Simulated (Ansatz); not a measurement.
Input of an Ansatz 0.2.0 run:

Contents of input.yaml:

```yaml
crystal:
  lattice:
    - [-1.8713408863, 1.8713408863, 1.8713408863]
    - [1.8713408863, -1.8713408863, 1.8713408863]
    - [1.8713408863, 1.8713408863, -1.8713408863]
  atoms:
    - { symbol: Sb, position: [0.0, 0.0, 0.0] }
hamiltonian:
  xc: r2scan
  pseudopotentials: { kind: paw }
kpoints:
  mp_grid: { grid: [10, 10, 10] }
  band_path:
    path:
      - [[0.0, 0.0, 0.0], [0.5, -0.5, 0.5], [0.0, 0.0, 0.5], [0.0, 0.0, 0.0], [0.25, 0.25, 0.25], [0.5, -0.5, 0.5]]
      - [[0.25, 0.25, 0.25], [0.0, 0.0, 0.5]]
    npoints: 14
scf:
  occupations: { method: fermi_dirac, width: 0.05 }
  n_extra_bands: 6
output:
  forces: true
  stress: true
  eigenvalues: true
  fatbands: false
```

Potentials or basis: Ansatz PAW.

Run with:

```console
$ ansatz run input.yaml --threads 2 --pin off --max-ram 5632MiB --backend cpu --events-out ev --progress --plain --runs-dir out
```

**Question.** Predict the pressure.

**Answer.** 2.5 GPa.

**Question.** What does it give for the band gap on the k mesh?

**Answer.** None (metal or under the smearing width).

Levels at the corners of the path, in eV from the Fermi level:
| point | band 4 | band 5 | band 6 | band 7 | band 8 | band 9 | band 10 | band 11 | band 12 | band 13 |
| --- | --- | --- | --- | --- | --- | --- | --- | --- | --- | --- |
| Γ | -30.01 | -30.01 | -13.66 | 6.02 | 6.02 | 6.02 | 11.79 | 11.79 | 11.79 | 12.55 |
| H | -29.96 | -29.96 | -5.45 | -2.25 | -2.25 | -2.25 | 3.34 | 3.34 | 18.17 | 20.84 |
| N | -30.01 | -29.95 | -9.16 | -6.04 | 1.77 | 4.15 | 7.24 | 7.48 | 14.81 | 16.30 |
| Γ | -30.01 | -30.01 | -13.66 | 6.02 | 6.02 | 6.02 | 11.79 | 11.79 | 11.79 | 12.55 |
| P | -30.01 | -30.01 | -8.05 | -2.97 | -2.97 | -2.97 | 17.20 | 17.20 | 17.20 | 18.98 |
| H | -29.96 | -29.96 | -5.45 | -2.25 | -2.25 | -2.25 | 3.34 | 3.34 | 18.17 | 20.84 |
| P | -30.01 | -30.01 | -8.05 | -2.97 | -2.97 | -2.97 | 17.20 | 17.20 | 17.20 | 18.98 |
| N | -30.01 | -29.95 | -9.16 | -6.04 | 1.77 | 4.15 | 7.24 | 7.48 | 14.81 | 16.30 |

Caveat: spin-orbit coupling is left out, which moves the levels of the heavy elements; the PAW data sets come from PBE, with cores solved anew for the run's functional, which leaves a small shift of forces and pressure.
